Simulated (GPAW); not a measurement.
# TiTe (Pm-3m) in GPAW: single point with LDA

Aim: the single point of TiTe with LDA.

Everything below comes from runs of GPAW 26.7.0. Logs are shortened: lines on timing, memory, paths and dates and some standing lists are left out, and cuts for length are marked. The log counts tension as positive stress, the text compression.

## 1. The structure

Symmetry: Pm-3m, No. 221, cubic system. The conventional cell has a = 3.631 Å, b = 3.631 Å, c = 3.631 Å, α = 90.00°, β = 90.00°, γ = 90.00°. Ti (site symmetry m-3m) has 8 Te at 3.14 Å as nearest neighbours. Te (site symmetry m-3m) has 8 Ti at 3.14 Å as nearest neighbours.

The cell comes from a database or a generator and needn't be the stable form of this composition.

## 2. Single point, LDA

Contents of run.py:

```python
from ase import Atoms
from ase.dft.bandgap import bandgap
from ase.io import write
from ase.units import GPa
from gpaw import GPAW, PW

atoms = Atoms(['Ti', 'Te'],
              cell=[[3.63109312, 0.0, 0.0],
                    [0.0, 3.63109312, 0.0],
                    [0.0, 0.0, 3.63109312]],
              scaled_positions=[[0.0, 0.0, 0.0],
                                [0.5, 0.5, 0.5]],
              pbc=True)

calc = GPAW(mode=PW(450),
            xc='LDA',
            kpts={'size': (6, 6, 6), 'gamma': True},
            occupations={'name': 'fermi-dirac', 'width': 0.05},
            nbands=19,
            maxiter=120,
            txt='gpaw.txt')
atoms.calc = calc
energy = atoms.get_potential_energy()
forces = atoms.get_forces()
stress = atoms.get_stress()
calc.write('gs.gpw')
write('result.traj', atoms)
print(f'Energy: {energy:.6f} eV')
print('Forces (eV/A):')
print(forces.round(4))
print('Stress (GPa):', (stress / GPa).round(3))
print('Fermi level:', round(calc.get_fermi_level(), 4), 'eV')
print(f'Gap: {bandgap(calc)[0]:.4f} eV, direct: {bandgap(calc, direct=True)[0]:.4f} eV')
```

Potentials or basis: the program's PAW data sets (release 1.2.1) made for this functional, pw.

The run is started by

```
$ OMP_NUM_THREADS=1 python run.py
```

gpaw.txt:

```text
__  _  _
 | _ |_)|_||  |
 |__||  | ||/\| - 26.7.0

Input parameters:
  mode=PW(ecut=450.00000000000006),
  kpts=MonkhorstPack(size=(6, 6, 6), gamma=True),
  maxiter=120,
  nbands=19,
  occupations=Occupations(name='fermi-dirac', width=0.05),
  xc=XC(name='LDA')

Diagonalizing LCAO Hamiltonian
Converting LCAO to pw mode
   .--------.
  /|        |
 * |        |
 | |   Te   |
 | .--------.
 |/        /
 Ti-------*

Atoms  # Å, Bohr magnetons
|   | symbol |        x |        y |        z |    initial magnetic moments |
|---|--------|----------|----------|----------|-----------------------------|
| 0 |     Ti | 0.000000 | 0.000000 | 0.000000 | ( 0.0000,  0.0000,  0.0000) |
| 1 |     Te | 1.815547 | 1.815547 | 1.815547 | ( 0.0000,  0.0000,  0.0000) |

Unit cell  # Å
| periodic |        x |        y |        z |  lengths |    angles |
|----------|----------|----------|----------|----------|-----------|
|      yes | 3.631093 | 0.000000 | 0.000000 | 3.631093 | 90.000000 |
|      yes | 0.000000 | 3.631093 | 0.000000 | 3.631093 | 90.000000 |
|      yes | 0.000000 | 0.000000 | 3.631093 | 3.631093 | 90.000000 |

Number of symmetries: 48
Symmetry operations  # r_c * U_cc + t_c -> r_c
|    | kind |            matrix            |
|----|------|------------------------------|
|  0 |  E   |  1, 0, 0,  0, 1, 0,  0, 0, 1 |
|  1 |  σ   |  1, 0, 0,  0, 1, 0,  0, 0,-1 |
|  2 |  σ   |  1, 0, 0,  0, 0, 1,  0, 1, 0 |
|  3 |  C4  |  1, 0, 0,  0, 0, 1,  0,-1, 0 |
|  4 |  C4  |  1, 0, 0,  0, 0,-1,  0, 1, 0 |
|  5 |  σ   |  1, 0, 0,  0, 0,-1,  0,-1, 0 |
|  6 |  σ   |  1, 0, 0,  0,-1, 0,  0, 0, 1 |
|  7 |  C2  |  1, 0, 0,  0,-1, 0,  0, 0,-1 |
|  8 |  σ   |  0, 1, 0,  1, 0, 0,  0, 0, 1 |
|  9 |  C2  |  0, 1, 0,  1, 0, 0,  0, 0,-1 |
| 10 |  C3  |  0, 1, 0,  0, 0, 1,  1, 0, 0 |
| 11 |  S6  |  0, 1, 0,  0, 0, 1, -1, 0, 0 |
| 12 |  S6  |  0, 1, 0,  0, 0,-1,  1, 0, 0 |
| 13 |  C3  |  0, 1, 0,  0, 0,-1, -1, 0, 0 |
| 14 |  C4  |  0, 1, 0, -1, 0, 0,  0, 0, 1 |
| 15 |  S4  |  0, 1, 0, -1, 0, 0,  0, 0,-1 |
| 16 |  C3  |  0, 0, 1,  1, 0, 0,  0, 1, 0 |
| 17 |  S6  |  0, 0, 1,  1, 0, 0,  0,-1, 0 |
| 18 |  σ   |  0, 0, 1,  0, 1, 0,  1, 0, 0 |
| 19 |  C4  |  0, 0, 1,  0, 1, 0, -1, 0, 0 |
| 20 |  C2  |  0, 0, 1,  0,-1, 0,  1, 0, 0 |
| 21 |  S4  |  0, 0, 1,  0,-1, 0, -1, 0, 0 |
| 22 |  S6  |  0, 0, 1, -1, 0, 0,  0, 1, 0 |
| 23 |  C3  |  0, 0, 1, -1, 0, 0,  0,-1, 0 |
| 24 |  S6  |  0, 0,-1,  1, 0, 0,  0, 1, 0 |
| 25 |  C3  |  0, 0,-1,  1, 0, 0,  0,-1, 0 |
| 26 |  C4  |  0, 0,-1,  0, 1, 0,  1, 0, 0 |
| 27 |  σ   |  0, 0,-1,  0, 1, 0, -1, 0, 0 |
| 28 |  S4  |  0, 0,-1,  0,-1, 0,  1, 0, 0 |
| 29 |  C2  |  0, 0,-1,  0,-1, 0, -1, 0, 0 |
| 30 |  C3  |  0, 0,-1, -1, 0, 0,  0, 1, 0 |
| 31 |  S6  |  0, 0,-1, -1, 0, 0,  0,-1, 0 |
| 32 |  C4  |  0,-1, 0,  1, 0, 0,  0, 0, 1 |
| 33 |  S4  |  0,-1, 0,  1, 0, 0,  0, 0,-1 |
| 34 |  S6  |  0,-1, 0,  0, 0, 1,  1, 0, 0 |
| 35 |  C3  |  0,-1, 0,  0, 0, 1, -1, 0, 0 |
| 36 |  C3  |  0,-1, 0,  0, 0,-1,  1, 0, 0 |
| 37 |  S6  |  0,-1, 0,  0, 0,-1, -1, 0, 0 |
| 38 |  σ   |  0,-1, 0, -1, 0, 0,  0, 0, 1 |
| 39 |  C2  |  0,-1, 0, -1, 0, 0,  0, 0,-1 |
| 40 |  σ   | -1, 0, 0,  0, 1, 0,  0, 0, 1 |
| 41 |  C2  | -1, 0, 0,  0, 1, 0,  0, 0,-1 |
| 42 |  C2  | -1, 0, 0,  0, 0, 1,  0, 1, 0 |
| 43 |  S4  | -1, 0, 0,  0, 0, 1,  0,-1, 0 |
| 44 |  S4  | -1, 0, 0,  0, 0,-1,  0, 1, 0 |
| 45 |  C2  | -1, 0, 0,  0, 0,-1,  0,-1, 0 |
| 46 |  C2  | -1, 0, 0,  0,-1, 0,  0, 0, 1 |
| 47 |  i   | -1, 0, 0,  0,-1, 0,  0, 0,-1 |

BZ-sampling:
  Number of BZ points: 216
  Number of IBZ points: 20

  Monkhorst-Pack size: [6, 6, 6]
  Monkhorst-Pack shift: [0.08333333333333333, 0.08333333333333333, 0.08333333333333333]

K-points  # in reciprocal-cell coordinates
|     |                                coordinates |     weight |
|-----|--------------------------------------------|------------|
|   0 | (  0.00000000,   0.00000000,   0.00000000) | 0.00462963 |
|   1 | (  0.16666667,   0.00000000,   0.00000000) | 0.02777778 |
|   2 | (  0.16666667,   0.16666667,   0.00000000) | 0.05555556 |
|   3 | (  0.16666667,   0.16666667,   0.16666667) | 0.03703704 |
|   4 | (  0.33333333,   0.00000000,   0.00000000) | 0.02777778 |
|   5 | (  0.33333333,   0.16666667,   0.00000000) | 0.11111111 |
|   6 | (  0.33333333,   0.16666667,   0.16666667) | 0.11111111 |
|   7 | (  0.33333333,   0.33333333,   0.00000000) | 0.05555556 |
|   8 | (  0.33333333,   0.33333333,   0.16666667) | 0.11111111 |
|   9 | (  0.33333333,   0.33333333,   0.33333333) | 0.03703704 |
| ... |                                            |            |
|  19 | (  0.50000000,   0.50000000,   0.50000000) | 0.00462963 |

Plane wave coefficients: 1064
Cutoff: 450.00000000000006 eV

Spin-components: 1 (collinear spins)
Bands:           19
Projectors:      11
Spin-degeneracy: 2
Datatype:        complex128

Parallelization:
  kpt:    1
  domain: 1
  band:   1

Density:
  Valence electrons: 18.0
  Components: 1
  Grid points: [18 18 18]
  Charge: 0.0  # |e|

Potential:
  Grid points: [18 18 18]

species:
  Ti:
    name:    Titanium
    Z:       22.0
    valence: 12
    core:    10
    charge:  0.0  # [|e|]
    compensation charges:
      type: gauss
      rc: 0.38  # [Å]
      lmax: 2
    cutoffs:
      filter: 2.23  # [Å]
      core: 1.02  # [Å]
    projectors
    | kind |    occ | energy [eV] | rcut [Å] |
    |------|--------|-------------|----------|
    |   3s |  2.000 |     -62.257 |    1.270 |
    |   4s |  2.000 |      -4.593 |    1.270 |
    |   3p |  6.000 |     -38.791 |    1.058 |
    |   4p |  0.000 |      -1.536 |    1.058 |
    |   3d |  2.000 |      -4.463 |    1.058 |
    |    d |        |      22.748 |    1.058 |

    Using partial waves for Ti as LCAO basis

  Te:
    name:    Tellurium
    Z:       52.0
    valence: 6
    core:    46
    charge:  0.0  # [|e|]
    compensation charges:
      type: gauss
      rc: 0.36  # [Å]
      lmax: 2
    cutoffs:
      filter: 2.09  # [Å]
      core: 3.17  # [Å]
    projectors
    | kind |    occ | energy [eV] | rcut [Å] |
    |------|--------|-------------|----------|
    |   5s |  2.000 |     -15.337 |    1.180 |
    |   5p |  4.000 |      -6.113 |    1.196 |
    |    s |        |      11.875 |    1.180 |
    |    p |        |      21.098 |    1.196 |
    |    d |        |       0.000 |    1.238 |

    Using partial waves for Te as LCAO basis

Reference energy: -207811.445203  # eV

eigensolver:
  PPCG
  Converge bands: occupied
  niter=2

density mixing:
  MSR1-Mixer
  Pratt-step length: 0.05
  Maximum mixing coefficient: 0.75
  Old densities: 10
  SVD Regularization: 0.005
  Good broyden scale: 1.0
  Trust region scale: 1.0
  Backstep threshold: 4.0
  History deletion threshold: 6.0
  Fourier metric: weight=20.0, sigma=0.015

occupation numbers:
  Fermi-Dirac:
    width: 0.0500  # eV

poisson solver:
  ecut: 3600.0000000000005  # eV

xc functional:
  name: None

convergence criteria:
- Maximum [total energy] change in last 3 cyles: 0.0005 eV / valence electron
- Maximum integral of absolute [dens]ity change: 0.0001 electrons / valence electron
- Maximum integral of absolute [eigenst]ate change: 4e-08 eV^2 / valence electron
maximum number of iterations: 120

SCF iterations
|iter     | |      energy | eigst |  dens |
|---------|-|-------------|-------|-------|
|iter:   1| |  -11.776702 | -0.16 |       |
|iter:   2| |  -11.770554 | -2.62 | -1.42 |
|iter:   3| |  -11.741330 | -2.71 | -1.46 |
|iter:   4| |  -11.735623 | -2.88 | -1.84 |
|iter:   5| |  -11.734481c| -3.74 | -2.22 |
|iter:   6| |  -11.734490c| -4.93 | -2.64 |
|iter:   7| |  -11.734494c| -7.04 | -3.74 |
|iter:   8| |  -11.734495c| -7.84c| -4.15c|

Converged in 8 steps
Energy contributions relative to reference atoms: (reference = -207811.445203)

Energy contributions:
  Kinetic:          -1.708811
  Coulomb:           0.686559
  Zero:             -0.000987
  External:          0.000000
  Xc:              -10.703674
  Entropy:          -0.015163
  Spinorbit:         0.000000
  ----------------------------
  Free energy:     -11.742076
  Extrapolated:    -11.734495

dipole moment: (-11.549480, -11.549480, -11.549480)  # |e|*Ang

Fermi level: 7.803
Eigenvalues  # (at kpt = [0.000, 0.000, 0.000])
| band index |      eig [eV] | occ [0-2] |
|------------|---------------|-----------|
|          0 |       -49.306 |     2.000 |
|        ... |               |           |
|          2 |       -25.843 |     2.000 |
|          3 |       -25.843 |     2.000 |
|          4 |        -5.302 |     2.000 |
|          5 |         6.621 |     2.000 |
|          6 |         6.621 |     2.000 |
|          7 |         6.621 |     2.000 |
[... 9 lines left out ...]
|         17 |        20.042 |     0.000 |
|         18 |        20.042 |     0.000 |

No gap
No difference between direct/indirect transitions

Forces  # eV/Ang
|       x |       y |       z |
|---------|---------|---------|
| 0.00000 | 0.00000 | 0.00000 |  # Ti   0
| 0.00000 | 0.00000 | 0.00000 |  # Te   1

Stress tensor  # eV/Ang^3
|        x |        y |        z |
|----------|----------|----------|
| 0.103766 | 0.000000 | 0.000000 |
| 0.000000 | 0.103766 | 0.000000 |
| 0.000000 | 0.000000 | 0.103766 |

# Writing to gs.gpw (mode='')
```

Wall time 6.7 s (1 thread of Arm Neoverse V2, shared host); peak memory 0.14 GiB.

What came out:

| Item | Value |
| --- | --- |
| Free energy | -11.7421 eV |
| Pressure | -16.6 GPa |
| Band gap on the k mesh | none (metal or under the smearing width) |

Caveat: the cutoff is short for stress and forces, so pressures can be off by a GPa or more; so large a pressure means that the cell lies far from this level's equilibrium, or that cutoff or potentials fall short. Spin-orbit coupling is left out, which matters for the levels of Te.
